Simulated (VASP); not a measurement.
# Sr (P6_3/mmc) in VASP: further runs

The runs below take Sr through single point, with PBE.

Everything below comes from runs of VASP 6.6.1. Logs are shortened: lines on timing, memory, paths and dates and some standing lists are left out, and cuts for length are marked.

## (1) The crystal as given

It takes space group P6_3/mmc (No. 194, hexagonal). Conventional cell: a = 4.310 Å, b = 4.310 Å, c = 7.050 Å, α = 90.00°, β = 90.00°, γ = 120.00°. Around Sr (site symmetry -6m2) lie 12 Sr at 4.31 Å.

This isn't the form of Sr at room conditions, which is fcc.

## (2) Single point, PBE

Contents of INCAR:

```
SYSTEM = Sr
  ADDGRID = .True.
  ALGO = Normal
  EDIFF = 1E-6
  ENCUT = 400
  GGA = PE
  ISIF = 2
  ISMEAR = 0
  LASPH = .True.
  LCHARG = .False.
  LREAL = .False.
  LWAVE = .False.
  NBANDS = 17
  NELM = 100
  PREC = Accurate
  SIGMA = 0.15
```

Contents of KPOINTS:

```
k-points
0
Gamma
  4 4 2
  0 0 0
```

Contents of POSCAR:

```
Sr
1.0
    4.3100000000      0.0000000000      0.0000000000
   -2.1550000000      3.7325694903      0.0000000000
    0.0000000000      0.0000000000      7.0500000000
Sr
2
Direct
    0.6666666667      0.3333333333      0.7500000000
    0.3333333333      0.6666666667      0.2500000000
```

Potentials or basis: VASP PAW PBE potentials, release 64 (Sr_sv).

Started as:

```sh
> cat potpaw_PBE.64/Sr_sv/POTCAR > POTCAR
> mpirun -np 1 vasp_std > vasp.out
```

OUTCAR:

```text
SYSTEM = Sr
   EDIFF = 1E-6
   ENCUT = 400
   GGA = PE
   ISIF = 2
   ISMEAR = 0
   LASPH = .True.
   LREAL = .False.
   NELM = 100
   PREC = Accurate

 Found      8 irreducible k-points:

 Following reciprocal coordinates:
            Coordinates               Weight
  0.000000  0.000000  0.000000      1.000000
  0.250000  0.000000  0.000000      6.000000
  0.500000  0.000000  0.000000      3.000000
  0.250000  0.250000  0.000000      6.000000
  0.000000  0.000000  0.500000      1.000000
  0.250000  0.000000  0.500000      6.000000
   k-points           NKPTS =      8   k-points in BZ     NKDIM =      8   number of bands    NBANDS=     17
   number of dos      NEDOS =    301   number of ions     NIONS =      2
   total plane-waves  NPLWV =  37632
   dimension x,y,z NGX =    28 NGY =   28 NGZ =   48
   dimension x,y,z NGXF=    56 NGYF=   56 NGZF=   96
   ions per type =               2
   NGX,Y,Z   is equivalent  to a cutoff of  10.80, 10.80, 11.32 a.u.
   NGXF,Y,Z  is equivalent  to a cutoff of  21.60, 21.60, 22.64 a.u.
 SYSTEM =  Sr
   PREC   = accura    normal or accurate (medium, high low for compatibility)
   ISTART =      0    job   : 0-new  1-cont  2-samecut
   ICHARG =      2    charge: 1-file 2-atom 10-const
   ISPIN  =      1    spin polarized calculation?
   LNONCOLLINEAR =      F non collinear calculations
   LSORBIT =      F    spin-orbit coupling
   LASPH  =      T    aspherical Exc in radial PAW
   ENCUT  =  400.0 eV  29.40 Ry    5.42 a.u.   7.03  7.03 11.50*2*pi/ulx,y,z
   NELM   =    100;   NELMIN=  2; NELMDL= -5     # of ELM steps
   EDIFF  = 0.1E-05   stopping-criterion for ELM
   LREAL  =      F    real-space projection
   EDIFFG = 0.1E-04   stopping-criterion for IOM
   NSW    =      0    number of steps for IOM
   IBRION =     -1    ionic relax: 0-MD 1-quasi-New 2-CG
   NFREE  =      0    steps in history (QN), initial steepest desc. (CG)
   ISIF   =      2    stress and relaxation
   ISYM   =      2    0-nonsym 1-usesym 2-fastsym
   POTIM  = 0.5000    time-step for ionic-motion
   TEBEG  =    0.0;   TEEND  =   0.0 temperature during run
   PSTRESS=    0.0 pullay stress
   NELECT =      20.0000    total number of electrons
   NUPDOWN=      -1.0000    fix difference up-down
   EMIN   =  10.00;   EMAX   =-10.00  energy-range for DOS
   EFERMI =   0.00;   METHOD = LEGACY
   ISMEAR =     0;   SIGMA  =   0.15  broadening in eV -4-tet -1-fermi 0-gaus
   EFERMI_NEDOS =   21; number of points for ismear=-14 and -15
   IALGO  =     38    algorithm
   IMIX   =      4    mixing-type and parameters
     AMIX     =   0.40;   BMIX     =  1.00
     AMIX_MAG =   1.60;   BMIX_MAG =  1.00
  volume/ion in A,a.u.               =      56.71       382.68
  Fermi-wavevector in a.u.,A,eV,Ry     =   0.918037  1.734838 11.466874  0.842791
  Thomas-Fermi vector in A             =   2.043073
   LORBIT       =      0    0 simple, 1 ext, 2 COOP (PROOUT), +10 PAW based schemes
   GGA     = PE    functional components
   LHFCALC =     F    Hartree Fock is set to
   AEXX    =    0.0000 exact exchange contribution
   IVDW    =     0    specifies the selected vdW correction
   LEPSILON=     F    determine dielectric tensor
   LRPA    =     F    only Hartree local field effects (RPA)
 non-spin polarized calculation
 Gauss-broadening in eV      SIGMA  =   0.15
  energy-cutoff  :      400.00
  volume of cell :      113.42
 maximum number of plane-waves:      2071
   NGX = 15   NGY = 15   NGZ = 23

 number of electron      20.0000000 magnetization

 Free energy of the ion-electron system (eV)
  ---------------------------------------------------
  ext. energy  EPLUGINS =         0.00000000
  ---------------------------------------------------
  free energy    TOTEN  =        -3.29179887 eV

  energy without entropy =       -3.25347475  energy(sigma->0) =       -3.27263681

 E-fermi :   1.5128     XC(G=0):  -7.2585

 val. band max:        1.5010535773   @ k =   0.0000   0.0000   0.0000
 cond. band min:       1.5784580323   @ k =   0.5000   0.0000   0.0000
 fundamental gap:      0.0774044550
 Fermi energy:         1.5128382652

 k-point     1 :       0.0000    0.0000    0.0000
  band No.  band energies     occupation
      1     -35.1900      2.00000
      2     -35.1781      2.00000
      3     -17.2479      2.00000
      4     -17.1087      2.00000
      5     -17.1087      2.00000
      6     -17.0847      2.00000
[... 9 lines left out ...]
     16       4.1468      0.00000
     17       4.6558      0.00000

 k-point     2 :       0.2500    0.0000    0.0000
  band No.  band energies     occupation
      1     -35.1845      2.00000
      2     -35.1757      2.00000
      3     -17.2164      2.00000
      4     -17.1759      2.00000
      5     -17.1526      2.00000
      6     -17.1292      2.00000
[... 9 lines left out ...]
     16       4.5197      0.00000
     17       4.5302      0.00000

 k-point     3 :       0.5000    0.0000    0.0000
  band No.  band energies     occupation
      1     -35.1780      2.00000
      2     -35.1741      2.00000
      3     -17.2438      2.00000
      4     -17.2170      2.00000
      5     -17.1709      2.00000
      6     -17.1486      2.00000
[... 9 lines left out ...]
     16       5.6859      0.00000
     17       6.2623      0.00000

 k-point     4 :       0.2500    0.2500    0.0000
  band No.  band energies     occupation
      1     -35.1780      2.00000
      2     -35.1741      2.00000
      3     -17.2146      2.00000
      4     -17.2035      2.00000
      5     -17.1714      2.00000
      6     -17.1629      2.00000
[... 9 lines left out ...]
     16       4.9521      0.00000
     17       5.1293      0.00000

 k-point     5 :       0.0000    0.0000    0.5000
  band No.  band energies     occupation
      1     -35.1841      2.00000
      2     -35.1841      2.00000
      3     -17.1619      2.00000
      4     -17.1619      2.00000
      5     -17.0967      2.00000
      6     -17.0967      2.00000
[... 9 lines left out ...]
     16       3.7498      0.00000
     17       5.5771      0.00000

 k-point     6 :       0.2500    0.0000    0.5000
  band No.  band energies     occupation
      1     -35.1801      2.00000
      2     -35.1801      2.00000
      3     -17.1929      2.00000
      4     -17.1929      2.00000
      5     -17.1234      2.00000
      6     -17.1234      2.00000
[... 9 lines left out ...]
     16       4.2268      0.00000
     17       5.4755      0.00000

 [... further k-points ...]

------------------------ aborting loop because EDIFF is reached ----------------------------------------

  FORCE on cell =-STRESS in cart. coord.  units (eV):
  Direction    XX          YY          ZZ          XY          YZ          ZX
  --------------------------------------------------------------------------------------
  -------------------------------------------------------------------------------------
  Total       -0.4298014     -0.4298014      0.3192176      0.0000000      0.0000000      0.0000000
  in kB       -6.0716132     -6.0716132      4.5094454      0.0000000      0.0000000      0.0000000
  external PRESSURE =      -2.5445937 kB  Pullay stress =       0.0000000 kB

 VOLUME and BASIS-vectors are now :
 -----------------------------------------------------------------------------
  energy-cutoff  :      400.00
  volume of cell :      113.42
      direct lattice vectors                 reciprocal lattice vectors
     4.310000000  0.000000000  0.000000000     0.232018561  0.133955979  0.000000000
    -2.155000000  3.732569490  0.000000000     0.000000000  0.267911958  0.000000000
     0.000000000  0.000000000  7.050000000     0.000000000  0.000000000  0.141843972

 POSITION                                       TOTAL-FORCE (eV/Angst)
 -----------------------------------------------------------------------------------
      2.15500      1.24419      5.28750        -0.000000      0.000000      0.000000
     -0.00000      2.48838      1.76250         0.000000     -0.000000      0.000000
 -----------------------------------------------------------------------------------
    total drift:                                0.000000     -0.000000      0.000000

  FREE ENERGIE OF THE ION-ELECTRON SYSTEM (eV)
  ---------------------------------------------------
  free  energy   TOTEN  =        -3.2917988704 eV

  energy  without entropy=       -3.2534747549  energy(sigma->0) =       -3.27263681
```

OSZICAR:

```text
N       E                     dE             d eps       ncg     rms          rms(c)
DAV:   1     0.960185804787E+02    0.96019E+02   -0.82236E+03   272   0.801E+02
DAV:   2     0.483277934359E+01   -0.91186E+02   -0.90248E+02   353   0.212E+02
DAV:   3    -0.311377167062E+01   -0.79466E+01   -0.79288E+01   482   0.415E+01
DAV:   4    -0.328494177881E+01   -0.17117E+00   -0.17098E+00   375   0.568E+00
DAV:   5    -0.328693404675E+01   -0.19923E-02   -0.19922E-02   429   0.557E-01    0.158E+01
DAV:   6    -0.328935830461E+01   -0.24243E-02   -0.12934E-02   351   0.113E+00    0.895E+00
DAV:   7    -0.329158323886E+01   -0.22249E-02   -0.22479E-02   299   0.147E+00    0.417E-01
DAV:   8    -0.329170422868E+01   -0.12099E-03   -0.33158E-03   445   0.263E-01    0.137E-01
DAV:   9    -0.329176374159E+01   -0.59513E-04   -0.13457E-04   367   0.582E-02    0.477E-02
DAV:  10    -0.329179964255E+01   -0.35901E-04   -0.16694E-05   340   0.306E-02    0.198E-02
DAV:  11    -0.329179887040E+01    0.77216E-06   -0.72284E-07   283   0.510E-03
   1 F= -.32917989E+01 E0= -.32726368E+01  d E =-.383241E-01
```

stdout:

```text
POSCAR found type information on POSCAR Sr
 POSCAR found :  1 types and       2 ions
 scaLAPACK will be used
 LDA part: xc-table for (Slater+PW92), standard interpolation
 POSCAR, INCAR and KPOINTS ok, starting setup
 FFT: planning ... GRIDC
 FFT: planning ... GRID_SOFT
 FFT: planning ... GRID
 WAVECAR not read
 entering main loop
```

Wall time 7.6 s (1 thread of Intel Xeon 6975P-C (Granite Rapids), shared host); peak memory 0.26 GiB.

These settings aren't checked as converged: the numbers below hold their error.

Results:

```yaml
Free_energy: -3.2918 eV
Pressure: -0.3 GPa
Band_gap_on_the_k_mesh: none (metal or under the smearing width)
```

Caveat: the k mesh is coarse (spacing up to 0.45 Å⁻¹), so the values aren't converged.

## (3) Single point, PBE

INCAR is that of step 2.

KPOINTS is that of step 2.

Contents of POSCAR:

```
Sr
1.0
    4.3100000000      0.0000000000      0.0000000000
   -2.1550000000      3.7325694903      0.0000000000
    0.0000000000      0.0000000000      7.0500000000
Sr
2
Direct
    0.6432960000      0.3178180000      0.7464440000
    0.3199860000      0.6535770000      0.2508690000
```

Potentials or basis: VASP PAW PBE potentials, release 64 (Sr_sv).

Started as:

```sh
> cat potpaw_PBE.64/Sr_sv/POTCAR > POTCAR
> mpirun -np 1 vasp_std > vasp.out
```

Run time: 12 s. Hardware: 1 thread of Intel Xeon 6975P-C (Granite Rapids), shared host; peak memory 0.26 GiB.

These settings aren't checked as converged: the numbers below hold their error.

What came out:

```yaml
Free_energy: -3.2909 eV
Pressure: -0.3 GPa
Largest_force: 0.045 eV/Å
Band_gap_on_the_k_mesh: none (metal or under the smearing width)
```

Caveat: the k mesh is coarse (spacing up to 0.45 Å⁻¹), so the values aren't converged.
